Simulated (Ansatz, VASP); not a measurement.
## Re: VASP beside Ansatz

```
CELL_PARAMETERS angstrom
4.37946 0.00000 0.00000
-2.18973 3.79272 0.00000
0.00000 0.00000 2.74451
ATOMIC_POSITIONS crystal
Re 0.33333 0.66667 0.50000
Re 0.00000 0.00000 0.00000
Re 0.66667 0.33333 0.50000
```

Alike in both runs: functional PBE; k mesh 12 × 12 × 16; occupations gaussian, width 0.1 eV; no spin polarisation.

Ansatz relaxed the structure, and its values are those at the end. VASP's run is a single point on that final structure, the one shown.

|  | VASP | Ansatz |
| --- | --- | --- |
| version | VASP 6.6.1 | Ansatz 0.2.0 |
| potentials or method | VASP PAW PBE potentials, release 64 (Re) | scalar-relativistic, plane waves, PAW |
| plane-wave cutoff (eV) | 520 | 420 |
| valence electrons in the cell | 21 | 45 |

Ansatz gave:

| Property | Result |
| --- | --- |
| gap on the k mesh at the Fermi level (eV) | none |
| pressure (GPa) | 0.0 |

Question: Estimate VASP's values.

Answer: gap on the k mesh at the Fermi level (eV): none; pressure (GPa): -0.8.

A gap of «none» marks a metal or a gap that the smearing closes. The functional is the same, so the differences come from potentials, cutoffs and numerics. The two sets of potentials don't hold the same shells in valence.

The runs have no spin-orbit coupling, so splittings on Re are missing.
